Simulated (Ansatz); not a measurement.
# SnO (Pmn2_1) in Ansatz: further runs, part 2 of 2

Ansatz 0.2.0. The steps go on from the part before.

## Step 4: Projected density of states, r2SCAN

input.yaml

```yaml
crystal:
  lattice:
    - [3.355005, 0.0, 0.0]
    - [0.0, 5.674104, 0.0]
    - [0.0, 0.0, 4.22197]
  atoms:
    - { symbol: Sn, position: [0.5, 0.768091, 0.013144] }
    - { symbol: Sn, position: [0.0, 0.231909, 0.513144] }
    - { symbol: O, position: [0.5, 0.10875, 0.236857] }
    - { symbol: O, position: [0.0, 0.89125, 0.736857] }
hamiltonian:
  xc: r2scan
  pseudopotentials: { kind: paw }
kpoints:
  mp_grid: { grid: [5, 3, 4] }
scf:
  occupations: { method: fermi_dirac, width: 0.05 }
  n_extra_bands: 10
output:
  forces: true
  stress: true
  eigenvalues: true
  dos: { projected: true, de: 0.05, nscf_kmesh: { grid: [8, 5, 6] } }
```

Potentials or basis: Ansatz PAW.

Run with:

```bash
ansatz run input.yaml --threads 2 --pin off --max-ram 5632MiB --backend cpu --events-out ev --progress --plain --runs-dir out
```

What it wrote:

```text
Warning: RAYON_NUM_THREADS=2 ignored (pool sized by the plan → 2); use --threads N
scf.n_extra_bands = 10 over 20 filled bands (N_el = 40.0): the run solves 30 bands
Engine: ansatz 0.2.0, aarch64-unknown-linux-gnu
Pseudopotentials: kind: paw
Pseudopotential: Sn, paw, valence charge 14, recommended cutoff 500 eV (meta_gga), Sn.paw.azcp
Pseudopotential: O, paw, valence charge 6, recommended cutoff 500 eV (meta_gga), O.paw.azcp
Functional definition: r2SCAN
  parameter k0 = 0.174
  parameter k1 = 0.065
  parameter a1 = 4.9479
  exchange = r2scan_x(k0 = k0, k1 = k1, a1 = a1)
  correlation = r2scan_c
Crystal: 4 atoms, lattice volume = 80.372 Å³
Basis set: ecut = 500 eV, 2043 PW (Γ), exchange–correlation on 100×180×128 points (64 copies of the dense FFT grid, shifted against one another)
Bands: 30, of which v1, the nominal top of the filled ones, is band 20 counted from 1 (19 counted from 0)
Symmetry: 4 space group operations
Space group: Pmn21 (ITA 31), of the structure as read, at distance tolerance 4.3e-5 Å
k-points: 18 of 60 (time reversal used)
Non-local potential: Sn, projectors of the file, l = 0: 2, l = 1: 2, l = 2: 2, l = 3: 2
Non-local potential: O, projectors of the file, l = 0: 2, l = 1: 2, l = 2: 1
PAW form: soft (Blöchl's): semilocal exchange-correlation on the pseudo side does not see the compensation charge
PAW frozen core: Sn, regenerated for the run's functional (the file was generated under x = pbe(κ = 0.804, μ = 0.2195149727645171), c = pbe(β = 0.06672455060314922))
PAW frozen core: O, regenerated for the run's functional (the file was generated under x = pbe(κ = 0.804, μ = 0.2195149727645171), c = pbe(β = 0.06672455060314922))
PAW one-centre angular grid: Sn, 590 points (default); XC on 249 of its mesh's 2787 points in the sphere
PAW one-centre angular grid: O, 302 points (default); XC on 160 Gauss nodes
Initial density: superposition of atomic densities (neutral atoms: chi_scale 0, normalization atom), corrected by the library's trained network
Initial wavefunctions: pseudopotential atomic-orbital guess
Functional: x = r2scan, c = r2scan; τ floored in thin density (d = 2e-4 eV/Å³)
SCF iter   1: F=—  HF=-13214.280663 eV  |F-HF|=—  |Δ(HF+E_count)|=         —  Δρ=7.14e-3  dr2=3.75e-2  dr2_τ=1.00e-1  ethr=1.77e-3  ⟨swp⟩=6.4  Hψ=2658  notcnv=0  defer=18
preconditioner: auto → Resta (q_TF=auto, 2.429 Å⁻¹)  ε∞=2.4  [insulator: Δε(μ)=1.931 eV  Ē_g=21.977 eV  σ=0.050 eV  W_gap=1.00  n_scr=20 (ndim 8)  ℏωp=26.2 eV  f_vac=0.008  D(μ)=0.00/eV (n_scr^D=0)  ε∞_Penn≈2.4]
SCF iter   2: F=—  HF=-13214.336030 eV  |F-HF|=—  |Δ(HF+E_count)|=   5.54e-2  Δρ=4.18e-3  dr2=8.77e-3  dr2_τ=6.84e-4  ethr=9.37e-5  ⟨swp⟩=2.1  Hψ=982  notcnv=0  defer=72
SCF iter   3: F=—  HF=-13214.336502 eV  |F-HF|=—  |Δ(HF+E_count)|=   4.73e-4  Δρ=1.09e-3  dr2=1.05e-3  dr2_τ=1.49e-4  ethr=2.19e-5  ⟨swp⟩=2.2  Hψ=830  notcnv=0  defer=72
SCF iter   4: F=—  HF=-13214.336478 eV  |F-HF|=—  |Δ(HF+E_count)|=   2.44e-5  Δρ=5.13e-4  dr2=1.90e-4  dr2_τ=1.88e-5  ethr=2.63e-6  ⟨swp⟩=2.0  Hψ=643  notcnv=0  defer=72
SCF iter   5: F=—  HF=-13214.336457 eV  |F-HF|=—  |Δ(HF+E_count)|=   2.08e-5  Δρ=1.01e-4  dr2=6.19e-6  dr2_τ=5.56e-7  ethr=4.75e-7  ⟨swp⟩=2.0  Hψ=569  notcnv=0  defer=72
SCF iter   6: F=—  HF=-13214.336467 eV  |F-HF|=—  |Δ(HF+E_count)|=   1.04e-5  Δρ=2.17e-5  dr2=3.30e-7  dr2_τ=1.81e-8  ethr=1.55e-8  ⟨swp⟩=2.1  Hψ=622  notcnv=0  defer=72
SCF iter   7: F=-13214.336468 eV  HF=-13214.336468 eV  |F-HF|=1.87e-8  |Δ(HF+E_count)|=   2.40e-7  Δρ=4.62e-6  dr2=1.47e-8  dr2_τ=7.83e-10  ethr=2.50e-10  ⟨swp⟩=10.4  Hψ=3041  notcnv=0
SCF 1 converged in 7 iterations: F = -13214.336468 eV  dr2 = 1.47e-8
NSCF: frozen V_eff on 60 k-points
SCF converged after 7 iterations
Free energy (F): -13214.336468 eV
Harris-Foulkes:  -13214.336468 eV  (|F-HF|=1.87e-8)
Internal energy: -13214.336468 eV  (E = F + TS)
E sigma→0 (E₀):  -13214.336468 eV
Fermi energy:    8.009855 eV
--- Per-component energies (eV) ---
  E_band       = -283.448791
  E_kinetic    = 721.916224
  E_local      = -3022.291114  (includes V_loc(G=0)·N_el)
  E_nonlocal   = 29.602151
  E_hartree    = 1589.464216
  E_xc         = -895.402597
  E_vxc        = -418.780944  (∫ρ·V_xc dr)
  E_paw        = -8637.401943  (= ΣΔE_a)
  E_vpaw       = -799.621127  (= ΣTr[D̂ρ^β])
  E_aug_tail   = 0.002012  (compensation charges beyond the density's cutoff)
  E_vtau       = 26.794580  (kinetic-family band-sum trace: ∫τ·v_τ [+ j·A + Jᵃ·Aᵃ] dr)
  E_ewald      = -3001.632174
  E_core_change = 1.406758  (= ΣΔE_core)
  E_smearing   = -0.000000  (= −TS)
  E_closure    = 0.000000  (closes the sum)
  Σ components = -13214.336468   (vs F -13214.336468, Δ=0.00e0)
--- Forces (eV/Å), atoms counted from 1 ---
  atom   1  Sn     0.00000000     0.60761714    -0.20070776
  atom   2  Sn    -0.00000000    -0.60761714    -0.20070776
  atom   3  O     -0.00000000    -0.19387160     0.20072955
  atom   4  O     -0.00000000     0.19387160     0.20072955
  max |Σ_I F_I| component: 4.36e-5 eV/Å
--- Stress (GPa, compression-positive) ---
       -3.902275       0.000000       0.000000
        0.000000      -2.485841       0.000000
        0.000000       0.000000      -2.663935
  P = ⅓ Tr σ = -3.0174 GPa (-30.174 kbar)
--- Band table (eV; the first three rows and the last of 18) ---
  k-point 0: bands = ["-14.8969", "-14.4999", "-14.3973", "-14.3794", "-14.3494", "-14.3063", "-14.2840", "-14.2819", "-14.2368", "-14.2330", "-12.7542", "-11.0128", "-0.5135", "1.1901", "2.7583", "3.1033", "3.4263", "4.2986", "4.8835", "7.0657", "10.1203", "10.6896", "13.4437", "13.4970", "15.6146", "15.6933", "16.5332", "17.1435", "17.3290", "19.1274"]
  k-point 1: bands = ["-14.8552", "-14.5740", "-14.3867", "-14.3779", "-14.3574", "-14.3387", "-14.2766", "-14.2730", "-14.2449", "-14.2391", "-12.4651", "-11.2497", "-0.4067", "0.8973", "2.7555", "3.2926", "3.7062", "4.1441", "5.2364", "6.1704", "10.0021", "10.8267", "12.1895", "13.5558", "15.5925", "15.6175", "17.3318", "18.4746", "19.6052", "19.6855"]
  k-point 2: bands = ["-14.7344", "-14.7344", "-14.3706", "-14.3706", "-14.3661", "-14.3661", "-14.2597", "-14.2597", "-14.2549", "-14.2549", "-11.8368", "-11.8368", "0.0913", "0.0913", "3.5729", "3.5729", "3.7353", "3.7353", "5.3222", "5.3222", "10.1569", "10.1569", "12.7892", "12.7892", "15.5645", "15.5645", "18.9353", "18.9353", "20.7950", "20.7950"]
  k-point 17: bands = ["-14.8546", "-14.8546", "-14.3849", "-14.3849", "-14.3150", "-14.3150", "-14.2929", "-14.2929", "-14.2206", "-14.2206", "-11.3106", "-11.3106", "-0.1610", "-0.1610", "2.5381", "2.5381", "3.9040", "3.9040", "6.3062", "6.3062", "9.8648", "9.8648", "11.8349", "11.8349", "13.9880", "13.9880", "17.4145", "17.4145", "19.7092", "19.7092"]
```

pdos.tsv:

```text
# format = ansatz-pdos/7
# g_bin_mean(E): the states in a bin one row spacing wide, centred on E, divided by that spacing. States that the method places at a single energy (under output.dos.method: tetrahedron, those of a tetrahedron whose four corners have one energy) are counted whole in the row whose bin holds that energy (on the edge of two bins, in the lower row). The sum of g_bin_mean over a run of rows, times the row spacing, is the number of states from half a spacing under the first of them to half a spacing over the last (a plain sum, not the trapezoid rule).
[... 4017 lines left out ...]
-8.766628	1.209763e-3	3.117176e-4	1.430703e-5	4.162769e-4	3.428668e-4	1.245949e-4
-8.716628	1.431516e-3	3.532234e-4	2.452892e-5	4
```

Wall time 17 s (2 threads of Arm Neoverse V1, shared host); peak memory 0.46 GiB.

Results:

```
Free energy            : -13214.3365 eV
Pressure               : -3.0 GPa
Largest force          : 0.640 eV/Å
Band gap on the k mesh : 1.92 eV, indirect (least direct gap 2.51 eV)
```

Forces in eV/Å, atoms in the order of the input:
```
Sn   0.000  0.608 -0.201
Sn   0.000 -0.608 -0.201
O    0.000 -0.194  0.201
O    0.000  0.194  0.201
```

States per cell in windows of 1 eV (zero at the valence-band top; states under -8 eV left out):
```csv
from (eV),total,O 2p,Sn 5p,Sn 5s,O 2s,Sn 4d
-8.0,2.29,1.09,0.14,1.01,0.03,0.01
-7.0,1.18,0.54,0.08,0.48,0.06,0.01
-6.0,0.46,0.17,0.05,0.21,0.03,0.00
-5.0,3.36,2.44,0.74,0.11,0.03,0.02
-4.0,2.09,1.64,0.29,0.11,0.02,0.01
-3.0,2.78,2.34,0.27,0.11,0.02,0.01
-2.0,2.22,1.16,0.53,0.48,0.01,0.00
-1.0,1.59,0.61,0.41,0.54,0.01,0.00
0.0,0.00,0.00,0.00,0.00,0.00,0.00
1.0,0.01,0.00,0.01,0.00,0.00,0.00
2.0,1.37,0.19,0.95,0.06,0.10,0.00
3.0,2.05,0.28,1.38,0.17,0.11,0.00
4.0,1.22,0.14,0.88,0.05,0.07,0.00
5.0,2.26,0.29,1.60,0.12,0.07,0.00
6.0,1.71,0.23,1.13,0.11,0.03,0.00
7.0,2.83,0.41,1.85,0.17,0.03,0.00
```

Caveat: odd divisions of the mesh miss points on the zone boundary, where band edges often lie, so the gap on the mesh can be too wide; spin-orbit coupling is left out, which moves the levels of the heavy elements; the PAW data sets come from PBE, with cores solved anew for the run's functional, which leaves a small shift of forces and pressure; the density of states is complete only up to the lowest level of the last band computed.

## Step 5: Projected density of states, HSE06

input.yaml, as its differences from that of step 4:

```diff
@@ -11,3 +11,3 @@
 hamiltonian:
-  xc: r2scan
+  xc: hse06
   pseudopotentials: { kind: paw }
@@ -22,2 +22,2 @@
   eigenvalues: true
-  dos: { projected: true, de: 0.05, nscf_kmesh: { grid: [8, 5, 6] } }
+  dos: { projected: true, de: 0.05 }
```

Potentials or basis: Ansatz PAW.

Run with:

```bash
ansatz run input.yaml --threads 2 --pin off --max-ram 5632MiB --backend cpu --events-out ev --progress --plain --runs-dir out
```

What it wrote:

```text
Warning: output.stress: scf.convergence.dr2_threshold = 1e-7 eV (the SCF's general default) is looser than the 4e-10 eV advised for a printed stress (1e-10 eV for each atom of the cell: 4). What an SCF threshold leaves in a stress goes as its square root, and in the free energy as the threshold itself, and one threshold admits the most on a small cell: of the crystals measured, under no hybrid functional and no lock of the moments, on runs that ended without the residual-converged pass, on stresses that held no estimate of that error, the worst erred by over 100 MPa in a component at 1e-7 eV an atom and by under 5 at 1e-10. Set scf.convergence.dr2_threshold to 4e-10 eV or tighter. The threshold is an SCF's pass mark: one that does not reach it within its budget of iterations ends unconverged, or closes short of it on a stop that the run arms, and scf.convergence.dr2_threshold's page says what that costs each kind of run
Warning: output.stress: scf.exx.energy_threshold = 1e-6 eV is looser than the 4e-8 eV advised for a stress under a hybrid functional (1e-8 eV for each atom of the cell: 4). Every SCF of the exchange loop can meet its threshold on dr2 while the loop round them stops early: no threshold on dr2 bounds what that leaves in the stress. Set scf.exx.energy_threshold to 4e-8 eV or tighter. The threshold is the loop's pass mark: a loop that does not reach it within its budget of cycles ends unconverged, and scf.exx.energy_threshold's page has the law
Warning: RAYON_NUM_THREADS=2 ignored (pool sized by the plan → 2); use --threads N
scf.n_extra_bands = 10 over 20 filled bands (N_el = 40.0): the run solves 30 bands
Engine: ansatz 0.2.0, aarch64-unknown-linux-gnu
Pseudopotentials: kind: paw
Pseudopotential: Sn, paw, valence charge 14, recommended cutoff 420 eV (normal), Sn.paw.azcp
Pseudopotential: O, paw, valence charge 6, recommended cutoff 420 eV (normal), O.paw.azcp
Functional definition: HSE06
[... 90 lines left out ...]
  atom   2  Sn     0.00000000    -0.71592893    -0.26722292
  atom   3  O      0.00000000    -0.19577606     0.26715251
  atom   4  O      0.00000000     0.19577606     0.26715251
  max |Σ_I F_I| component: 1.41e-4 eV/Å
--- Stress (GPa, compression-positive) ---
       -4.200596       0.000000       0.000000
        0.000000      -2.957853       0.000000
        0.000000       0.000000      -2.635665
  P = ⅓ Tr σ = -3.2647 GPa (-32.647 kbar)
--- Band table (eV; the first three rows and the last of 18) ---
  k-point 0: bands = ["-16.4538", "-16.0699", "-15.9612", "-15.9564", "-15.9273", "-15.8795", "-15.8463", "-15.8448", "-15.7984", "-15.7964", "-14.0621", "-12.2554", "-1.4111", "0.5114", "2.0280", "2.3774", "2.5779", "3.6417", "4.1486", "6.7968", "10.3625", "10.8670", "13.7080", "13.8752", "16.0632", "16.1444", "16.6504", "17.2604", "17.6536", "19.1206"]
  k-point 1: bands = ["-16.4129", "-16.1412", "-15.9550", "-15.9507", "-15.9350", "-15.9059", "-15.8388", "-15.8361", "-15.8065", "-15.8025", "-13.7698", "-12.5046", "-1.3017", "0.1555", "2.0219", "2.5767", "2.8831", "3.4773", "4.5815", "5.8605", "10.2097", "11.0277", "12.5212", "13.8397", "16.0362", "16.0732", "17.5245", "18.6314", "19.7471", "19.7815"]
  k-point 2: bands = ["-16.2952", "-16.2952", "-15.9480", "-15.9480", "-15.9306", "-15.9306", "-15.8216", "-15.8216", "-15.8182", "-15.8182", "-13.1199", "-13.1199", "-0.7618", "-0.7618", "2.8463", "2.8463", "3.0440", "3.0440", "4.8200", "4.8200", "10.3680", "10.3680", "13.1054", "13.1054", "16.0159", "16.0159", "19.0562", "19.0562", "20.8863", "20.8863"]
  k-point 17: bands = ["-16.4107", "-16.4107", "-15.9605", "-15.9605", "-15.8786", "-15.8786", "-15.8605", "-15.8605", "-15.7813", "-15.7813", "-12.5681", "-12.5681", "-1.0643", "-1.0643", "1.7844", "1.7844", "3.1681", "3.1681", "5.9664", "5.9664", "10.0135", "10.0135", "12.1329", "12.1329", "14.3040", "14.3040", "17.6054", "17.6054", "19.8356", "19.8356"]
```

dos.tsv:

```text
# E-E_F[eV]	g_bin_mean(E)[states/eV]	N(E)
# format = ansatz-dos/2
# fermi_ev = 7.942158
# fermi_mp_grid = 5 3 4
# fermi_mp_shift = 0 0 0
# g_bin_mean(E): the states in a bin one row spacing wide, centred on E, divided by that spacing. States that the method places at a single energy (under output.dos.method: tetrahedron, those of a tetrahedron whose four corners have one energy) are counted whole in the row whose bin holds that energy (on the edge of two bins, in the lower row). The sum of g_bin_mean over a run of rows, times the row spacing, is the number of states from half a spacing under the first of them to half a spacing over the last (a plain sum, not the trapezoid rule).
-24.895936	0.000000e0	0.000000e0
-24.845936	0.000000e0	0.000000e0
-24.795936	0.000000e0	0.000000e0
-24.745936	0.000000e0	0.000000e0
-24.695936	0.000000e0	0.000000e0
-24.645936	0.000000e0	0.000000e0
[... 760 lines left out ...]
13.404064	0.000000e0	6.000000e1
13.454064	0.000000e0	6.000000e1
```

Run time: 46 s. Hardware: 2 threads of Arm Neoverse V1, shared host; peak memory 1.3 GiB.

Results:

```
Free energy            : -13190.5892 eV
Pressure               : -3.3 GPa
Largest force          : 0.764 eV/Å
Band gap on the k mesh : 2.32 eV, indirect (least direct gap 2.91 eV)
```

Forces in eV/Å, atoms in the order of the input:
```
Sn   0.000  0.716 -0.267
Sn   0.000 -0.716 -0.267
O    0.000 -0.196  0.267
O    0.000  0.196  0.267
```

Stress tensor (GPa, compression positive):
```
-4.20  0.00  0.00
 0.00 -2.96  0.00
 0.00  0.00 -2.64
```

States per cell in windows of 1 eV (zero at the valence-band top; states under -8 eV left out):
```
from (eV)  total  O 2p  Sn 5p  Sn 5s  O 2s  Sn 4d
     -8.0   1.84  0.92   0.13   0.71  0.06   0.01
     -7.0   0.73  0.31   0.06   0.30  0.05   0.00
     -6.0   1.29  0.90   0.28   0.07  0.02   0.01
     -5.0   2.91  2.19   0.55   0.10  0.03   0.02
     -4.0   3.93  3.33   0.36   0.14  0.04   0.01
     -3.0   0.68  0.47   0.11   0.09  0.00   0.00
     -2.0   1.88  0.79   0.54   0.51  0.01   0.00
     -1.0   1.44  0.50   0.38   0.53  0.01   0.00
      0.0   0.00  0.00   0.00   0.00  0.00   0.00
      1.0   0.00  0.00   0.00   0.00  0.00   0.00
      2.0   0.40  0.04   0.29   0.01  0.03   0.00
      3.0   2.45  0.32   1.67   0.17  0.15   0.00
      4.0   1.11  0.14   0.74   0.11  0.07   0.00
      5.0   1.64  0.18   1.19   0.05  0.07   0.00
      6.0   2.15  0.26   1.46   0.14  0.05   0.00
      7.0   2.16  0.32   1.35   0.13  0.03   0.00
```

Caveat: odd divisions of the mesh miss points on the zone boundary, where band edges often lie, so the gap on the mesh can be too wide; the pressure holds a Pulay correction of +0.3 GPa for the finite cutoff; spin-orbit coupling is left out, which moves the levels of the heavy elements; the PAW data sets come from PBE, with cores solved anew for the run's functional, which leaves a small shift of forces and pressure; the density of states is complete only up to the lowest level of the last band computed; the thresholds are loose for stress. A k mesh can miss the band edges.

## Step 6: Summary

```csv
level,cutoff (eV),gap on the mesh (eV),pressure (GPa),largest force (eV/Å)
LDA,420,1.59,-5.4,0.75
PBEsol,420,1.55,-3.0,0.43
r2SCAN,500,1.92,-3.0,0.64
HSE06,420,2.32,-3.3,0.76
```

Alike in all rows: task projected density of states; potentials or basis Ansatz PAW; no spin polarisation; cell as given; k mesh 5 × 3 × 4; smearing fermi-dirac 0.05 eV.

On the cell as given the gap runs from 1.55 eV (PBEsol) to 2.32 eV (HSE06). The pressure there spans -5.4 GPa (LDA) to -3.0 GPa (r2SCAN); a positive pressure means that this level wants a larger cell, a negative one a smaller.

Caveats: odd divisions of the mesh miss points on the zone boundary, where band edges often lie, so the gap on the mesh can be too wide; spin-orbit coupling is left out, which moves the levels of the heavy elements; the PAW data sets come from PBE, with cores solved anew for the run's functional, which leaves a small shift of forces and pressure; the density of states is complete only up to the lowest level of the last band computed; the thresholds are loose for stress (some runs).

Absolute energies hang on the potentials; compare differences alone.
